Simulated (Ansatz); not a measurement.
# FeO (Pm-3m) in Ansatz: equation of state

How stiff is FeO in PBE, and what volume does it want? The cell is scaled to several volumes.

Program: Ansatz 0.2.0. These are calculated values, not measurements. Logs are shortened: lines on timing, memory, paths and dates and some standing lists are left out, and cuts for length are marked.

## Step 1: The crystal as given

It takes space group Pm-3m (No. 221, cubic). Conventional cell: a = 2.612 Å, b = 2.612 Å, c = 2.612 Å, α = 90.00°, β = 90.00°, γ = 90.00°. Fe (site symmetry m-3m) is surrounded by 8 O at 2.26 Å. Around O (site symmetry m-3m) lie 8 Fe at 2.26 Å.

The cell comes from a database or a generator and needn't be the stable form of this composition.

## Step 2: Single point, PBE, collinear spin, ferromagnetic start, 8.38 Å³/atom (volume scaled by 0.94)

input.yaml

```yaml
crystal:
  lattice:
    - [2.559138959, 0.0, 0.0]
    - [0.0, 2.559138959, 0.0]
    - [0.0, 0.0, 2.559138959]
  atoms:
    - { symbol: Fe, position: [0.0, 0.0, 0.0], spin: 3.0 }
    - { symbol: O, position: [0.5, 0.5, 0.5] }
hamiltonian:
  xc: pbe
  pseudopotentials: { kind: paw }
magnetization:
  spin_polarized: true
kpoints:
  mp_grid: { grid: [10, 10, 10] }
scf:
  occupations: { method: fermi_dirac, width: 0.05 }
output:
  forces: true
  stress: true
  eigenvalues: true
```

Potentials or basis: Ansatz PAW.

The run is started by

```sh
$ ansatz run input.yaml --threads 2 --pin off --max-ram 5632MiB --backend cpu --events-out ev --progress --plain --runs-dir out
```

The log of the run:

```text
Warning: RAYON_NUM_THREADS=2 ignored (pool sized by the plan → 2); use --threads N
Engine: ansatz 0.2.0, aarch64-unknown-linux-gnu
Pseudopotentials: kind: paw
Pseudopotential: Fe, paw, valence charge 16, recommended cutoff 420 eV (normal), Fe.paw.azcp
Pseudopotential: O, paw, valence charge 6, recommended cutoff 420 eV (normal), O.paw.azcp
Functional definition: PBE
  parameter kappa = 0.804
  parameter beta = 0.06672455060314922
  exchange = pbe_x(kappa = kappa, mu = beta*pi^2/3)
  correlation = pbe_c(beta = beta)
Crystal: 2 atoms, lattice volume = 16.760 Å³
Basis set: ecut = 420 eV, 341 PW (Γ), exchange–correlation on 36×36×36 points (8 copies of the dense FFT grid, shifted against one another)
Bands: 17, of which v1, the nominal top of the filled ones, is band 11 counted from 1 (10 counted from 0)
Symmetry: 48 space group operations
Space group: Pm-3m (ITA 221), of the structure as read, at distance tolerance 2.6e-5 Å
Magnetic group: BNS 221.92 (UNI 1594), of the structure as read, at distance tolerance 2.6e-5 Å
k-points: 56 of 1000
Non-local potential: Fe, projectors of the file, l = 0: 3, l = 1: 2, l = 2: 3, l = 3: 1
Non-local potential: O, projectors of the file, l = 0: 2, l = 1: 2, l = 2: 1
PAW form: soft (Blöchl's): semilocal exchange-correlation on the pseudo side does not see the compensation charge
PAW one-centre angular grid: Fe, 590 points (default); XC on 64 Gauss nodes
PAW one-centre angular grid: O, 110 points (default); XC on 64 Gauss nodes
Initial density: superposition of atomic densities (chi_scale 0.1, normalization cell, long waves kept (reshape's long-wave potential 0.00 eV rms))
Starting moments: Σ|m| = 3 μB on 1 of 2 sites
Initial wavefunctions: pseudopotential atomic-orbital guess
Functional: x = pbe(κ = 0.804, μ = 0.2195149727645171), c = pbe(β = 0.06672455060314922)
SCF iter   1: F=—  HF=-5045.571816 eV  |F-HF|=—  |Δ(HF+E_count)|=         —  Δρ=1.30e-1 (↑1.30e-1 ↓7.87e-2)  dr2=3.59e0  dr2_m=7.80e-1  M=3.500 μB ∫|m|=3.500 μB  β_m=0.30  ethr=3.10e-3  ⟨swp⟩=4.1  Hψ=7943  notcnv=0
Mixer restart at iter 1: flushing history
preconditioner: auto → none  [metal: Δε(μ)=0.004 eV  Ē_g=14.415 eV  σ=0.050 eV  W_gap=0.02  n_scr=6 (ndim 8)  ℏωp=33.9 eV  f_vac=0.000  D(μ)=3.09/eV (n_scr^D=56)  sad-step TF]
SCF iter   2: F=—  HF=-5046.131060 eV  |F-HF|=—  |Δ(HF+E_count)|=   5.59e-1  Δρ=9.68e-2 (↑9.68e-2 ↓7.18e-2)  dr2=4.02e-1  dr2_m=9.89e-1  M=3.913 μB ∫|m|=3.913 μB  β_m=0.50  ethr=3.10e-3  ⟨swp⟩=3.0  Hψ=4437  notcnv=0  defer=47
SCF iter   3: F=—  HF=-5046.360941 eV  |F-HF|=—  |Δ(HF+E_count)|=   2.30e-1  Δρ=3.28e-2 (↑3.28e-2 ↓3.22e-2)  dr2=1.70e-1  dr2_m=1.20e-1  M=3.914 μB ∫|m|=3.914 μB  β_m=0.60  ethr=1.83e-3  ⟨swp⟩=2.2  Hψ=3404  notcnv=0  defer=56
SCF iter   4: F=—  HF=-5046.425975 eV  |F-HF|=—  |Δ(HF+E_count)|=         —  Δρ=6.79e-3 (↑6.79e-3 ↓2.10e-3)  dr2=5.05e-3  dr2_m=1.87e-3  M=3.975 μB ∫|m|=3.976 μB  β_m=0.60  ethr=7.73e-4  ⟨swp⟩=2.8  Hψ=3222  notcnv=0  defer=61
Mixer restart at iter 4: flushing history
SCF iter   5: F=—  HF=-5046.429556 eV  |F-HF|=—  |Δ(HF+E_count)|=   3.58e-3  Δρ=3.39e-3 (↑3.39e-3 ↓3.11e-3)  dr2=2.92e-3  dr2_m=2.66e-4  M=3.976 μB ∫|m|=3.977 μB  β_m=0.62  ethr=2.30e-5  ⟨swp⟩=2.2  Hψ=4399  notcnv=0  defer=84
SCF iter   6: F=—  HF=-5046.430365 eV  |F-HF|=—  |Δ(HF+E_count)|=   8.10e-4  Δρ=1.72e-3 (↑1.72e-3 ↓1.60e-3)  dr2=8.02e-4  dr2_m=1.84e-4  M=3.976 μB ∫|m|=3.977 μB  β_m=0.57  ethr=1.33e-5  ⟨swp⟩=2.0  Hψ=3612  notcnv=0  defer=82
SCF iter   7: F=—  HF=-5046.430194 eV  |F-HF|=—  |Δ(HF+E_count)|=   1.71e-4  Δρ=8.59e-4 (↑6.74e-4 ↓8.59e-4)  dr2=2.14e-4  dr2_m=3.59e-5  M=3.978 μB ∫|m|=3.979 μB  β_m=0.56  ethr=3.64e-6  ⟨swp⟩=2.2  Hψ=3298  notcnv=0  defer=82
SCF iter   8: F=—  HF=-5046.430268 eV  |F-HF|=—  |Δ(HF+E_count)|=   7.45e-5  Δρ=2.22e-4 (↑2.22e-4 ↓1.93e-4)  dr2=2.89e-6  dr2_m=4.84e-6  M=3.978 μB ∫|m|=3.979 μB  β_m=0.68  ethr=9.74e-7  ⟨swp⟩=2.0  Hψ=2475  notcnv=0  defer=81
SCF iter   9: F=—  HF=-5046.430255 eV  |F-HF|=—  |Δ(HF+E_count)|=   1.29e-5  Δρ=7.06e-5 (↑7.06e-5 ↓4.08e-5)  dr2=3.17e-7  dr2_m=3.55e-7  M=3.978 μB ∫|m|=3.979 μB  β_m=0.84  ethr=1.31e-8  ⟨swp⟩=2.3  Hψ=2842  notcnv=0  defer=81
SCF iter  10: F=-5046.430255 eV  HF=-5046.430255 eV  |F-HF|=7.35e-10  |Δ(HF+E_count)|=   1.00e-7  Δρ=4.83e-6 (↑4.83e-6 ↓2.72e-6)  dr2=1.58e-9  dr2_m=1.69e-9  M=3.978 μB ∫|m|=3.979 μB  ethr=4.55e-10  ⟨swp⟩=4.7  Hψ=7835  notcnv=0
SCF 1 converged in 10 iterations: F = -5046.430255 eV  dr2 = 1.58e-9
SCF converged after 10 iterations
Magnetization: 3.9778 μB (12.9889 up, 9.0111 down)
Absolute magnetization: 3.9792 μB (∫|ρ↑−ρ↓|, with the PAW one-centre terms)
Spin contamination: 0.0077 ħ² per cell (⟨S²⟩ above its minimum at these occupations)
Per-site moments (μB) at R_I (Å): [(3.3958297492787617, 0.9142152320022409), (0.4091028601665857, 0.9142152320022409)]
Free energy (F): -5046.430255 eV
Harris-Foulkes:  -5046.430255 eV  (|F-HF|=7.35e-10)
Internal energy: -5046.426517 eV  (E = F + TS)
E sigma→0 (E₀):  -5046.428386 eV
Entropy (-TS):   -0.003738 eV (-1.869 meV/atom)
Fermi energy:    17.458337 eV
--- Per-component energies (eV) ---
  E_band       = -196.902356
  E_kinetic    = 521.041176
  E_local      = -2313.927864  (includes V_loc(G=0)·N_el)
  E_nonlocal   = 278.372860
  E_hartree    = 951.249167
  E_xc         = -189.841732
  E_vxc        = -243.624742  (∫ρ·V_xc dr)
  E_paw        = -1529.286053  (= ΣΔE_a)
  E_vpaw       = -341.263362  (= ΣTr[D̂ρ^β])
  E_aug_tail   = 0.003547  (compensation charges beyond the density's cutoff)
  E_ewald      = -2764.037619
  E_smearing   = -0.003738  (= −TS)
  E_closure    = -0.000000  (closes the sum)
  Σ components = -5046.430255   (vs F -5046.430255, Δ=0.00e0)
--- Forces (eV/Å), atoms counted from 1 ---
  atom   1  Fe    -0.00000000     0.00000000     0.00000000
  atom   2  O      0.00000000    -0.00000000    -0.00000000
  max |Σ_I F_I| component: 3.35e-30 eV/Å
--- Stress (GPa, compression-positive) ---
       25.822280       0.000000       0.000000
        0.000000      25.822280       0.000000
        0.000000       0.000000      25.822280
  P = ⅓ Tr σ = 25.8223 GPa (258.223 kbar)
--- Band table (eV; the first three rows and the last of 112) ---
  k-point 0 ↑: bands = ["-72.0823", "-38.0449", "-38.0449", "-38.0449", "-3.7220", "12.6062", "12.6062", "14.2714", "14.2714", "14.2714", "14.9899", "14.9899", "14.9899", "18.6287", "33.1624", "33.1624", "38.4862"]
  k-point 1 ↑: bands = ["-72.0802", "-38.0635", "-38.0433", "-38.0433", "-3.6031", "12.2243", "12.6461", "13.8311", "13.8311", "14.0806", "14.9994", "15.4610", "15.4610", "19.2809", "32.6821", "33.1681", "38.2628"]
  k-point 2 ↑: bands = ["-72.0749", "-38.1120", "-38.0391", "-38.0391", "-3.2732", "10.9335", "12.7524", "13.2378", "13.2378", "14.3717", "15.0243", "16.1408", "16.1408", "20.5401", "31.3228", "33.1845", "37.5844"]
  k-point 55 ↓: bands = ["-67.9249", "-34.2099", "-34.2099", "-34.2099", "0.3298", "10.5393", "10.5393", "10.5393", "19.4100", "19.4100", "20.6778", "20.6778", "20.6778", "25.0505", "25.0505", "25.0505", "36.0656"]
```

Wall time 1.4 s (2 threads of Arm Neoverse V2, shared host); peak memory 0.29 GiB.

What came out:

```yaml
Free_energy: -5046.4303 eV
Pressure: 25.8 GPa
Band_gap_on_the_k_mesh: none (metal or under the smearing width)
Net_moment: 3.98 μB per cell
Absolute_moment: 3.98 μB per cell
Site_moments: Fe +3.40; O +0.41 μB
```

Caveat: the pressure holds a Pulay correction of +0.8 GPa for the finite cutoff; a cell with one magnetic atom can't hold antiferromagnetic order, which such compounds often take; semilocal functionals often make such compounds metallic where correlation or magnetic order opens a gap, which also shifts bond lengths.

## Step 3: Single point, PBE, collinear spin, ferromagnetic start, 8.56 Å³/atom (volume scaled by 0.96)

input.yaml, as its differences from that of step 2:

```diff
@@ -2,5 +2,5 @@
   lattice:
-    - [2.559138959, 0.0, 0.0]
-    - [0.0, 2.559138959, 0.0]
-    - [0.0, 0.0, 2.559138959]
+    - [2.5771616581, 0.0, 0.0]
+    - [0.0, 2.5771616581, 0.0]
+    - [0.0, 0.0, 2.5771616581]
   atoms:
```

Potentials or basis: Ansatz PAW.

The run is started by

```sh
$ ansatz run input.yaml --threads 2 --pin off --max-ram 5632MiB --backend cpu --events-out ev --progress --plain --runs-dir out
```

It took 1.5 s on 2 threads of Arm Neoverse V2, shared host; peak memory 0.29 GiB.

The run converged. Its results:

```
Free energy            : -5046.4810 eV
Pressure               : 19.8 GPa
Band gap on the k mesh : none (metal or under the smearing width)
Net moment             : 3.99 μB per cell
Absolute moment        : 3.99 μB per cell
Site moments           : Fe +3.41; O +0.41 μB
```

Caveat: the pressure holds a Pulay correction of +0.7 GPa for the finite cutoff; a cell with one magnetic atom can't hold antiferromagnetic order, which such compounds often take; semilocal functionals often make such compounds metallic where correlation or magnetic order opens a gap, which also shifts bond lengths.

## Step 4: Single point, PBE, collinear spin, ferromagnetic start, 8.74 Å³/atom (volume scaled by 0.98)

input.yaml, as its differences from that of step 3:

```diff
@@ -2,5 +2,5 @@
   lattice:
-    - [2.5771616581, 0.0, 0.0]
-    - [0.0, 2.5771616581, 0.0]
-    - [0.0, 0.0, 2.5771616581]
+    - [2.5949357485, 0.0, 0.0]
+    - [0.0, 2.5949357485, 0.0]
+    - [0.0, 0.0, 2.5949357485]
   atoms:
@@ -21 +21,5 @@
   eigenvalues: true
+  write_density: true
+  write_potential: true
+  elf: true
+  volumetric_format: npy
```

The run is started by

```sh
$ ansatz run input.yaml --threads 2 --pin off --max-ram 5632MiB --backend cpu --events-out ev --progress --plain --runs-dir out
```

It took 1.7 s on 2 threads of Arm Neoverse V2, shared host; peak memory 0.3 GiB.

Results (log left out):

```yaml
Free_energy: -5046.5187 eV
Pressure: 14.3 GPa
Band_gap_on_the_k_mesh: none (metal or under the smearing width)
Net_moment: 4.00 μB per cell
Absolute_moment: 4.00 μB per cell
Site_moments: Fe +3.43; O +0.41 μB
```

Caveat: the pressure holds a Pulay correction of +0.8 GPa for the finite cutoff; a cell with one magnetic atom can't hold antiferromagnetic order, which such compounds often take; semilocal functionals often make such compounds metallic where correlation or magnetic order opens a gap, which also shifts bond lengths.

## Step 5: Single point, PBE, collinear spin, ferromagnetic start, 8.92 Å³/atom

input.yaml, as its differences from that of step 4:

```diff
@@ -2,5 +2,5 @@
   lattice:
-    - [2.5949357485, 0.0, 0.0]
-    - [0.0, 2.5949357485, 0.0]
-    - [0.0, 0.0, 2.5949357485]
+    - [2.61246963, 0.0, 0.0]
+    - [0.0, 2.61246963, 0.0]
+    - [0.0, 0.0, 2.61246963]
   atoms:
```

The run is started by

```sh
$ ansatz run input.yaml --threads 2 --pin off --max-ram 5632MiB --backend cpu --events-out ev --progress --plain --runs-dir out
```

Wall time 1.8 s (2 threads of Arm Neoverse V2, shared host); peak memory 0.3 GiB.

It converged, with:

```yaml
Free_energy: -5046.5449 eV
Pressure: 9.3 GPa
Band_gap_on_the_k_mesh: none (metal or under the smearing width)
Net_moment: 4.00 μB per cell
Absolute_moment: 4.00 μB per cell
Site_moments: Fe +3.44; O +0.40 μB
```

Caveat: the pressure holds a Pulay correction of +0.8 GPa for the finite cutoff; a cell with one magnetic atom can't hold antiferromagnetic order, which such compounds often take; semilocal functionals often make such compounds metallic where correlation or magnetic order opens a gap, which also shifts bond lengths.

## Step 6: Single point, PBE, collinear spin, ferromagnetic start, 9.09 Å³/atom (volume scaled by 1.02)

input.yaml, as its differences from that of step 5:

```diff
@@ -2,5 +2,5 @@
   lattice:
-    - [2.61246963, 0.0, 0.0]
-    - [0.0, 2.61246963, 0.0]
-    - [0.0, 0.0, 2.61246963]
+    - [2.6297712576, 0.0, 0.0]
+    - [0.0, 2.6297712576, 0.0]
+    - [0.0, 0.0, 2.6297712576]
   atoms:
@@ -21,5 +21 @@
   eigenvalues: true
-  write_density: true
-  write_potential: true
-  elf: true
-  volumetric_format: npy
```

Potentials or basis: Ansatz PAW.

The run is started by

```sh
$ ansatz run input.yaml --threads 2 --pin off --max-ram 5632MiB --backend cpu --events-out ev --progress --plain --runs-dir out
```

Run time: 2 s. Hardware: 2 threads of Arm Neoverse V2, shared host; peak memory 0.29 GiB.

Results (log left out):

```yaml
Free_energy: -5046.5606 eV
Pressure: 4.8 GPa
Band_gap_on_the_k_mesh: none (metal or under the smearing width)
Net_moment: 4.00 μB per cell
Absolute_moment: 4.00 μB per cell
Site_moments: Fe +3.45; O +0.40 μB
```

Caveat: the pressure holds a Pulay correction of +0.7 GPa for the finite cutoff; a cell with one magnetic atom can't hold antiferromagnetic order, which such compounds often take; semilocal functionals often make such compounds metallic where correlation or magnetic order opens a gap, which also shifts bond lengths.

## Step 7: Single point, PBE, collinear spin, ferromagnetic start, 9.27 Å³/atom (volume scaled by 1.04)

input.yaml, as its differences from that of step 6:

```diff
@@ -2,5 +2,5 @@
   lattice:
-    - [2.6297712576, 0.0, 0.0]
-    - [0.0, 2.6297712576, 0.0]
-    - [0.0, 0.0, 2.6297712576]
+    - [2.6468481728, 0.0, 0.0]
+    - [0.0, 2.6468481728, 0.0]
+    - [0.0, 0.0, 2.6468481728]
   atoms:
```

The run is started by

```sh
$ ansatz run input.yaml --threads 2 --pin off --max-ram 5632MiB --backend cpu --events-out ev --progress --plain --runs-dir out
```

Wall time 1.5 s (2 threads of Arm Neoverse V2, shared host); peak memory 0.29 GiB.

Results (log left out):

```yaml
Free_energy: -5046.5667 eV
Pressure: 0.8 GPa
Band_gap_on_the_k_mesh: none (metal or under the smearing width)
Net_moment: 4.00 μB per cell
Absolute_moment: 4.00 μB per cell
Site_moments: Fe +3.45; O +0.39 μB
```

Caveat: the pressure holds a Pulay correction of +0.7 GPa for the finite cutoff; a cell with one magnetic atom can't hold antiferromagnetic order, which such compounds often take; semilocal functionals often make such compounds metallic where correlation or magnetic order opens a gap, which also shifts bond lengths.

## Step 8: Single point, PBE, collinear spin, ferromagnetic start, 9.45 Å³/atom (volume scaled by 1.06)

input.yaml, as its differences from that of step 7:

```diff
@@ -2,5 +2,5 @@
   lattice:
-    - [2.6468481728, 0.0, 0.0]
-    - [0.0, 2.6468481728, 0.0]
-    - [0.0, 0.0, 2.6468481728]
+    - [2.6637075329, 0.0, 0.0]
+    - [0.0, 2.6637075329, 0.0]
+    - [0.0, 0.0, 2.6637075329]
   atoms:
```

The run is started by

```sh
$ ansatz run input.yaml --threads 2 --pin off --max-ram 5632MiB --backend cpu --events-out ev --progress --plain --runs-dir out
```

Wall time 1.4 s (2 threads of Arm Neoverse V2, shared host); peak memory 0.29 GiB.

The run converged. Its results:

```yaml
Free_energy: -5046.5642 eV
Pressure: -2.9 GPa
Band_gap_on_the_k_mesh: none (metal or under the smearing width)
Net_moment: 4.00 μB per cell
Absolute_moment: 4.00 μB per cell
Site_moments: Fe +3.46; O +0.39 μB
```

Caveat: the pressure holds a Pulay correction of +0.7 GPa for the finite cutoff; a cell with one magnetic atom can't hold antiferromagnetic order, which such compounds often take; semilocal functionals often make such compounds metallic where correlation or magnetic order opens a gap, which also shifts bond lengths.

## Step 9: Equation of state, PBE, collinear spin, ferromagnetic start

Potentials or basis: Ansatz PAW.

No new run: the results of the series are fitted here.

What came out:

- Equilibrium volume: 9.31 Å³/atom
- Bulk modulus: 198 GPa
- Pressure derivative of the bulk modulus: 4.1

Energy against volume, from the lowest point:
| volume (Å³/atom) | energy (meV/atom) |
| --- | --- |
| 8.380 | 68.23 |
| 8.558 | 42.88 |
| 8.737 | 24.02 |
| 8.915 | 10.92 |
| 9.093 | 3.06 |
| 9.272 | 0.00 |
| 9.450 | 1.24 |
